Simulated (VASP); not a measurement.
# InP (F-43m) in VASP: a series of runs

Aim: see how the results for InP move with the level of theory and the settings. Levels: r2SCAN, PBE. Tasks: relaxation of cell and atoms.

Program: VASP 6.6.1. These are calculated values, not measurements. Logs are shortened: lines on timing, memory, paths and dates and some standing lists are left out, and cuts for length are marked.

## 1. The crystal as given

Symmetry: F-43m, No. 216, cubic system. Conventional cell: a = 5.861 Å, b = 5.861 Å, c = 5.861 Å, α = 90.00°, β = 90.00°, γ = 90.00°. Around In (site symmetry -43m) lie 4 P at 2.54 Å. P (site symmetry -43m) is surrounded by 4 In at 2.54 Å.

## 2. Relaxation of cell and atoms, r2SCAN

INCAR reads:

```
PREC = Accurate
ENCUT = 600
EDIFF = 1E-6
ISMEAR = 0
SIGMA = 0.03
LREAL = False
LASPH = True
NELM = 80
ALGO = Normal
ISIF = 3
LWAVE = False
LCHARG = False
METAGGA = R2SCAN
LMIXTAU = True
IBRION = 2
NSW = 90
EDIFFG = -0.01
```

KPOINTS reads:

```
regular mesh
0
Gamma
  8 8 8
```

POSCAR reads:

```
InP
1.0
    0.0000000000      2.9305000000      2.9305000000
    2.9305000000      0.0000000000      2.9305000000
    2.9305000000      2.9305000000      0.0000000000
In P
1 1
Direct
    0.0000000000      0.0000000000      0.0000000000
    0.2500000000      0.2500000000      0.2500000000
```

Potentials or basis: VASP PAW PBE potentials, release 64 (In_d, P).

Run with:

```bash
cat potpaw_PBE.64/In_d/POTCAR potpaw_PBE.64/P/POTCAR > POTCAR
mpirun -np 1 vasp_std > vasp.out
```

OUTCAR:

```text
PREC = Accurate
   ENCUT = 600
   EDIFF = 1E-6
   ISMEAR = 0
   LREAL = False
   LASPH = True
   NELM = 80
   ISIF = 3
   METAGGA = R2SCAN
   IBRION = 2
   NSW = 90
   EDIFFG = -0.01

 ion  position               nearest neighbor table
   1  0.000  0.000  0.000-   2 2.54   2 2.54   2 2.54   2 2.54
   2  0.250  0.250  0.250-   1 2.54   1 2.54   1 2.54   1 2.54

  LATTYP: Found a face centered cubic cell.
 ALAT       =     5.8610000000

  Lattice vectors:

 A1 = (   0.0000000000,   2.9305000000,   2.9305000000)
 A2 = (   2.9305000000,   0.0000000000,   2.9305000000)
 A3 = (   2.9305000000,   2.9305000000,   0.0000000000)

Analysis of symmetry for initial positions (statically):
=====================================================================
 Subroutine PRICEL returns:
 Original cell was already a primitive cell.

 Routine SETGRP: Setting up the symmetry group for a
 face centered cubic supercell.

 Subroutine GETGRP returns: Found 24 space group operations
 (whereof 24 operations were pure point group operations)
 out of a pool of 48 trial point group operations.

The static configuration has the point symmetry T_d .

Analysis of symmetry for dynamics (positions and initial velocities):
=====================================================================
 Subroutine PRICEL returns:
 Original cell was already a primitive cell.

 Routine SETGRP: Setting up the symmetry group for a
 face centered cubic supercell.

 Subroutine GETGRP returns: Found 24 space group operations
 (whereof 24 operations were pure point group operations)
 out of a pool of 48 trial point group operations.

The dynamic configuration has the point symmetry T_d .

 Subroutine INISYM returns: Found 24 space group operations
 (whereof 24 operations are pure point group operations),
 and found     1 'primitive' translations

----------------------------------------------------------------------------------------

                                     Primitive cell

  volume of cell :      50.3333

  direct lattice vectors                    reciprocal lattice vectors
     0.000000000  2.930500000  2.930500000    -0.170619348  0.170619348  0.170619348
     2.930500000  0.000000000  2.930500000     0.170619348 -0.170619348  0.170619348
     2.930500000  2.930500000  0.000000000     0.170619348  0.170619348 -0.170619348

  length of vectors
     4.144352845  4.144352845  4.144352845     0.295521380  0.295521380  0.295521380

  position of ions in fractional coordinates (direct lattice)
     0.000000000  0.000000000  0.000000000
     0.250000000  0.250000000  0.250000000

  ion indices of the primitive-cell ions
   primitive index   ion index
                 1           1
                 2           2

----------------------------------------------------------------------------------------

 KPOINTS: regular mesh

Automatic generation of k-mesh.
 Grid dimensions read from file:
 generate k-points for:    8    8    8

 Generating k-lattice:

  Cartesian coordinates                     Fractional coordinates (reciprocal lattice)
    -0.021327419  0.021327419  0.021327419     0.125000000  0.000000000  0.000000000
     0.021327419 -0.021327419  0.021327419     0.000000000  0.125000000  0.000000000
     0.021327419  0.021327419 -0.021327419     0.000000000  0.000000000  0.125000000

  Length of vectors
     0.036940172  0.036940172  0.036940172

  Shift w.r.t. Gamma in fractional coordinates (k-lattice)
     0.000000000  0.000000000  0.000000000

 Subroutine IBZKPT returns following result:
 ===========================================

 Found     29 irreducible k-points:

 Following reciprocal coordinates:
            Coordinates               Weight
  0.000000  0.000000  0.000000      1.000000
  0.125000  0.000000  0.000000      8.000000
  0.250000  0.000000  0.000000      8.000000
  0.375000  0.000000  0.000000      8.000000
  0.500000  0.000000  0.000000      4.000000
  0.125000  0.125000  0.000000      6.000000
[... 16 lines left out ...]
  0.500000  0.250000  0.125000     48.000000
 -0.375000  0.250000  0.125000     24.000000
 [... further k-points ...]
   k-points           NKPTS =     29   k-points in BZ     NKDIM =     29   number of bands    NBANDS=     13
   number of dos      NEDOS =    301   number of ions     NIONS =      2
   total plane-waves  NPLWV =  46656
   dimension x,y,z NGX =    36 NGY =   36 NGZ =   36
   dimension x,y,z NGXF=    72 NGYF=   72 NGZF=   72
   ions per type =               1   1
   NGX,Y,Z   is equivalent  to a cutoff of  14.44, 14.44, 14.44 a.u.
   NGXF,Y,Z  is equivalent  to a cutoff of  28.88, 28.88, 28.88 a.u.
 SYSTEM =  unknown system
   PREC   = accura    normal or accurate (medium, high low for compatibility)
   ISTART =      0    job   : 0-new  1-cont  2-samecut
   ICHARG =      2    charge: 1-file 2-atom 10-const
   ISPIN  =      1    spin polarized calculation?
   LNONCOLLINEAR =      F non collinear calculations
   LSORBIT =      F    spin-orbit coupling
   LASPH  =      T    aspherical Exc in radial PAW
   ENCUT  =  600.0 eV  44.10 Ry    6.64 a.u.   8.28  8.28  8.28*2*pi/ulx,y,z
   NELM   =     80;   NELMIN=  2; NELMDL= -5     # of ELM steps
   EDIFF  = 0.1E-05   stopping-criterion for ELM
   LREAL  =      F    real-space projection
   EDIFFG = -.1E-01   stopping-criterion for IOM
   NSW    =     90    number of steps for IOM
   IBRION =      2    ionic relax: 0-MD 1-quasi-New 2-CG
   NFREE  =      1    steps in history (QN), initial steepest desc. (CG)
   ISIF   =      3    stress and relaxation
   ISYM   =      2    0-nonsym 1-usesym 2-fastsym
   POTIM  = 0.5000    time-step for ionic-motion
   TEBEG  =    0.0;   TEEND  =   0.0 temperature during run
   PSTRESS=    0.0 pullay stress
   NELECT =      18.0000    total number of electrons
   NUPDOWN=      -1.0000    fix difference up-down
   EMIN   =  10.00;   EMAX   =-10.00  energy-range for DOS
   EFERMI =   0.00;   METHOD = LEGACY
   ISMEAR =     0;   SIGMA  =   0.03  broadening in eV -4-tet -1-fermi 0-gaus
   EFERMI_NEDOS =   21; number of points for ismear=-14 and -15
   IALGO  =     38    algorithm
   IMIX   =      4    mixing-type and parameters
     AMIX     =   0.40;   BMIX     =  1.00
     AMIX_MAG =   1.60;   BMIX_MAG =  1.00
  volume/ion in A,a.u.               =      25.17       169.83
  Fermi-wavevector in a.u.,A,eV,Ry     =   1.162021  2.195901 18.371846  1.350293
  Thomas-Fermi vector in A             =   2.298587
   LORBIT       =      0    0 simple, 1 ext, 2 COOP (PROOUT), +10 PAW based schemes
   METAGGA = R2SCAN    functional components
   LHFCALC =     F    Hartree Fock is set to
   AEXX    =    0.0000 exact exchange contribution
   IVDW    =     0    specifies the selected vdW correction
   LEPSILON=     F    determine dielectric tensor
   LRPA    =     F    only Hartree local field effects (RPA)
 conjugate gradient relaxation of ions
 non-spin polarized calculation
 Gauss-broadening in eV      SIGMA  =   0.03
  energy-cutoff  :      600.00
  volume of cell :       50.33
 maximum number of plane-waves:      1700
 NGX is ok and might be reduce to    36
   NGX = 17   NGY = 17   NGZ = 17

--------------------------------------- Ionic step        1  -------------------------------------------

 number of electron      17.9999998 magnetization

 Free energy of the ion-electron system (eV)
  ---------------------------------------------------
  ext. energy  EPLUGINS =         0.00000000
  ---------------------------------------------------
  free energy    TOTEN  =       -32.29270640 eV

  energy without entropy =      -32.29270640  energy(sigma->0) =      -32.29270640

------------------------ aborting loop because EDIFF is reached ----------------------------------------

  FORCE on cell =-STRESS in cart. coord.  units (eV):
  Direction    XX          YY          ZZ          XY          YZ          ZX
  --------------------------------------------------------------------------------------
  -------------------------------------------------------------------------------------
  Total        0.5096757      0.5096757      0.5096757      0.0000000     -0.0000000      0.0000000
  in kB       16.2236798     16.2236798     16.2236798      0.0000000     -0.0000000      0.0000000
  external PRESSURE =      16.2236798 kB  Pullay stress =       0.0000000 kB
[... 57 lines left out ...]
  energy  without entropy=      -32.2959405462  energy(sigma->0) =      -32.29594055

--------------------------------------- Ionic step        3  -------------------------------------------

 number of electron      17.9999998 magnetization

 Free energy of the ion-electron system (eV)
  ---------------------------------------------------
  ext. energy  EPLUGINS =         0.00000000
  ---------------------------------------------------
  free energy    TOTEN  =       -32.29823060 eV

  energy without entropy =      -32.29823060  energy(sigma->0) =      -32.29823060

 E-fermi :   4.9335     XC(G=0):  -9.7786

 val. band max:        4.7727283885   @ k =   0.0000   0.0000   0.0000
 cond. band min:       5.8131806525   @ k =   0.0000   0.0000   0.0000
 fundamental gap:      1.0404522640
 Fermi energy:         4.9334842437

 k-point     1 :       0.0000    0.0000    0.0000
  band No.  band energies     occupation
      1      -9.8417      2.00000
      2      -9.8417      2.00000
      3      -9.8417      2.00000
      4      -9.6742      2.00000
      5      -9.6742      2.00000
      6      -7.0742      2.00000
      7       4.7727      2.00000
      8       4.7727      2.00000
      9       4.7727      2.00000
     10       5.8132      0.00000
     11       9.2131      0.00000
     12       9.2131      0.00000
     13       9.2131      0.00000
[... 353 lines left out ...]
 k-point    24 :      -0.3750    0.2500    0.1250
  band No.  band energies     occupation
      1      -9.9812      2.00000
      2      -9.7902      2.00000
      3      -9.7718      2.00000
      4      -9.6798      2.00000
      5      -9.6616      2.00000
      6      -5.0247      2.00000
      7      -0.7977      2.00000
      8       2.0860      2.00000
      9       3.1389      2.00000
     10       8.2515      0.00000
     11       9.2808      0.00000
     12      11.0421      0.00000
     13      12.4061      0.00000

 [... further k-points ...]

------------------------ aborting loop because EDIFF is reached ----------------------------------------

  FORCE on cell =-STRESS in cart. coord.  units (eV):
  Direction    XX          YY          ZZ          XY          YZ          ZX
  --------------------------------------------------------------------------------------
  -------------------------------------------------------------------------------------
  Total        0.0058229      0.0058229      0.0058229      0.0000000      0.0000000      0.0000000
  in kB        0.1813200      0.1813200      0.1813200      0.0000000      0.0000000      0.0000000
  external PRESSURE =       0.1813200 kB  Pullay stress =       0.0000000 kB
[... 17 lines left out ...]
  FREE ENERGIE OF THE ION-ELECTRON SYSTEM (eV)
  ---------------------------------------------------
  free  energy   TOTEN  =       -32.2982305984 eV

  energy  without entropy=      -32.2982305984  energy(sigma->0) =      -32.29823060

 reached required accuracy - stopping structural energy minimisation
```

It took 2.5 min on 1 thread of Intel Xeon Platinum 8488C (Sapphire Rapids), shared host; peak memory 0.24 GiB.

Results:

```
Free energy                            : -32.2982 eV
Relaxed volume                         : 25.73 Å³/atom
Relaxed cell                           : a = 4.175 Å, b = 4.175 Å, c = 4.175 Å, α = 60.00°, β = 60.00°, γ = 60.00°
Space group after relaxing (to 0.05 Å) : F-43m (No. 216)
Energy gained by relaxing              : 2.8 meV/atom
Ionic steps                            : 3
Pressure after relaxing                : 0.0 GPa
Band gap on the k mesh                 : 1.04 eV, direct
```

The path:
| step | energy change (eV) | largest force (eV/Å) | pressure (GPa) | volume (Å³) |
| --- | --- | --- | --- | --- |
| 1 | 0.0000 | 0.0000 | 1.62 | 50.33 |
| 2 | -0.0032 | 0.0000 | -0.91 | 52.21 |
| 3 | -0.0055 | 0.0000 | 0.02 | 51.45 |

Final structure:
```
CELL_PARAMETERS angstrom
0.00000 2.95206 2.95206
2.95206 0.00000 2.95206
2.95206 2.95206 0.00000
ATOMIC_POSITIONS crystal
In 0.00000 0.00000 0.00000
P 0.25000 0.25000 0.25000
```

Levels at points of the mesh, in eV from the valence-band top:
| k point | band 7 | band 8 | band 9 | band 10 | band 11 | band 12 |
| --- | --- | --- | --- | --- | --- | --- |
| (0.00, 0.00, 0.00) | 0.00 | 0.00 | 0.00 | 1.04 | 4.44 | 4.44 |
| (0.50, 0.00, 0.00) | -5.76 | -0.98 | -0.98 | 1.81 | 5.16 | 5.16 |
| (0.50, 0.50, 0.00) | -5.78 | -2.33 | -2.33 | 2.04 | 2.55 | 9.74 |

Caveat: the PAW data sets were made with another functional, which shifts forces and pressure a little; spin-orbit coupling is left out, which moves the levels of the heavy elements. r2SCAN opens gaps a little over a GGA but as a rule still falls short of measured ones.

## 3. Relaxation of cell and atoms, r2SCAN

This run uses another cell than the first one, of 25.73 Å³/atom, 1.022 times its volume.

INCAR: that of step 2 with these lines changed.

```diff
@@ -2,3 +2,3 @@
 ENCUT = 600
-EDIFF = 1E-6
+EDIFF = 1E-7
 ISMEAR = 0
@@ -16,2 +16,2 @@
 NSW = 90
-EDIFFG = -0.01
+EDIFFG = -0.005
```

KPOINTS is that of step 2.

POSCAR reads:

```
InP                                     
1.0
   -0.0000000000      2.9520646736      2.9520646736
    2.9520646736     -0.0000000000      2.9520646736
    2.9520646736      2.9520646736      0.0000000000
  In              P             
     1     1
Direct
     0.0000000000000000    0.0000000000000000    0.0000000000000000
     0.2500000000000000    0.2500000000000000    0.2500000000000000
```

Potentials or basis: VASP PAW PBE potentials, release 64 (In_d, P).

Run with:

```bash
cat potpaw_PBE.64/In_d/POTCAR potpaw_PBE.64/P/POTCAR > POTCAR
mpirun -np 1 vasp_std > vasp.out
```

Wall time 2.5 min (1 thread of Intel Xeon Platinum 8488C (Sapphire Rapids), shared host); peak memory 0.24 GiB.

The run converged. Its results:

```
Free energy                            : -32.2984 eV
Relaxed volume                         : 25.73 Å³/atom
Relaxed cell                           : a = 4.175 Å, b = 4.175 Å, c = 4.175 Å, α = 60.00°, β = 60.00°, γ = 60.00°
Space group after relaxing (to 0.05 Å) : F-43m (No. 216)
Energy gained by relaxing              : 0.0 meV/atom
Ionic steps                            : 3
Pressure after relaxing                : 0.0 GPa
Band gap on the k mesh                 : 1.04 eV, direct
```

Final structure:
```yaml
crystal:
  lattice:
    - [0.00000, 2.95233, 2.95233]
    - [2.95233, 0.00000, 2.95233]
    - [2.95233, 2.95233, 0.00000]
  atoms:
    - { symbol: In, position: [0.00000, 0.00000, 0.00000] }
    - { symbol: P, position: [0.25000, 0.25000, 0.25000] }
```

Levels at points of the mesh, in eV from the valence-band top:
```tsv
k point	band 7	band 8	band 9	band 10	band 11	band 12
(0.00, 0.00, 0.00)	0.00	0.00	0.00	1.04	4.44	4.44
(0.50, 0.00, 0.00)	-5.76	-0.98	-0.98	1.81	5.16	5.16
(0.50, 0.50, 0.00)	-5.78	-2.33	-2.33	2.04	2.55	9.74
```

Caveat: the PAW data sets were made with another functional, which shifts forces and pressure a little; spin-orbit coupling is left out, which moves the levels of the heavy elements.

## 4. Relaxation of cell and atoms, PBE

INCAR reads:

```
ALGO = Normal ; EDIFF = 1E-6
EDIFFG = -0.01 ; ENCUT = 300
GGA = PE ; IBRION = 2
ISIF = 3 ; ISMEAR = 0
LASPH = True ; LCHARG = False
LREAL = False ; LWAVE = False
NELM = 80 ; NSW = 90
PREC = Accurate ; SIGMA = 0.03
```

KPOINTS reads:

```
k-points
0
Gamma
  4 4 4
```

POSCAR reads:

```
InP
1.0
    0.0000000000      2.9305000000      2.9305000000
    2.9305000000      0.0000000000      2.9305000000
    2.9305000000      2.9305000000      0.0000000000
In P
1 1
Direct
    0.0000000000      0.0000000000      0.0000000000
    0.2500000000      0.2500000000      0.2500000000
```

Potentials or basis: VASP PAW PBE potentials, release 64 (In, P).

Run with:

```bash
cat potpaw_PBE.64/In/POTCAR potpaw_PBE.64/P/POTCAR > POTCAR
mpirun -np 1 vasp_std > vasp.out
```

Wall time 6.1 s (1 thread of Intel Xeon Platinum 8488C (Sapphire Rapids), shared host); peak memory 0.13 GiB.

The run converged. Its results:

```yaml
Free_energy: -8.2352 eV
Relaxed_volume: 27.01 Å³/atom
Relaxed_cell: a = 4.243 Å, b = 4.243 Å, c = 4.243 Å, α = 60.00°, β = 60.00°, γ = 60.00°
Space_group_after_relaxing_to_0.05_Å: F-43m (No. 216)
Energy_gained_by_relaxing: 28.1 meV/atom
Ionic_steps: 3
Pressure_after_relaxing: 0.0 GPa
Band_gap_on_the_k_mesh: 0.36 eV, direct
```

Step by step:
```csv
step,energy change (eV),largest force (eV/Å),pressure (GPa),volume (Å³)
1,0.0000,0.0000,5.22,50.33
2,-0.0352,0.0000,-2.53,56.54
3,-0.0561,0.0000,0.01,54.03
```

Final structure:
```xyz
2
Lattice="0.0000 3.0005 3.0005 3.0005 0.0000 3.0005 3.0005 3.0005 0.0000" Properties=species:S:1:pos:R:3 pbc="T T T"
In    0.0000    0.0000    0.0000
P     1.5003    1.5003    1.5003
```

Levels at points of the mesh, in eV from the valence-band top:
```tsv
k point	band 1	band 2	band 3	band 4	band 5	band 6	band 7	band 8
(0.00, 0.00, 0.00)	-11.04	0.00	0.00	0.00	0.36	4.09	4.09	4.09
(0.50, 0.00, 0.00)	-9.69	-5.36	-0.87	-0.87	1.35	4.80	4.80	6.93
(0.50, 0.50, 0.00)	-9.13	-5.45	-2.09	-2.09	1.87	2.28	8.80	9.13
```

Caveat: the k mesh is coarse (spacing up to 0.46 Å⁻¹), so the values aren't converged; the cutoff is under 1.25 times the usual one of these potentials, so pressure, stress and relaxed cells hold a basis-set (Pulay) error; spin-orbit coupling is left out, which moves the levels of the heavy elements. Zero-point motion and thermal expansion aren't in these numbers.

(Continued in part 2 of 2.)
